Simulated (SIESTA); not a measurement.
Runs of SIESTA 5.4.2 on CuO (Tenorite). It takes space group Cc (No. 9, monoclinic). Conventional cell: a = 4.689 Å, b = 3.427 Å, c = 5.132 Å, α = 90.00°, β = 99.65°, γ = 90.00°. Cu (site symmetry 1) has 4 O at 1.91 to 2.02 Å as nearest neighbours. O (site symmetry 1) has 4 Cu at 1.91 to 2.02 Å as nearest neighbours. 

```tsv
level	potentials or basis	gap on the mesh (eV)	pressure (GPa)	largest force (eV/Å)
AM05	PseudoDojo 0.4 standard (PBEsol files), DZP (energy shift 0.003 Ry; two zetas on semicore shells)	none	-1.2	0.77
vdW-DF-cx	PseudoDojo 0.4 standard (PBE files), DZP (energy shift 0.003 Ry; two zetas on semicore shells)	none	0.9	(b)
BLYP	PseudoDojo 0.4 standard (PBE files), DZP (energy shift 0.003 Ry; two zetas on semicore shells)	none	(a)	0.86
PBEsol	PseudoDojo 0.4 standard (PBEsol files), DZP (energy shift 0.003 Ry; two zetas on semicore shells)	none	-1.5	(c)
```

Alike in all rows: task band structure; no spin polarisation; cell as given; k mesh 10 × 10 × 5; smearing fermi-dirac 0.05 eV; grid cutoff 800 Ry; energy shift 0.003 Ry.

**Question.** Fill in the values left out.

**Answer.** (a) 13.6; (b) 0.81; (c) 0.78.

Caveats: short orbitals over semicore shells can move pressures by several GPa; the basis of atomic orbitals isn't converged, which shifts pressures, moduli and gaps; the run has no spin polarisation, though such a crystal can be magnetic; semilocal functionals often make such compounds metallic where correlation or magnetic order opens a gap, which also shifts bond lengths; the potentials were made for another functional, which shifts forces and pressure (some runs).

A gap of «none» marks a metal or a gap under the smearing width.
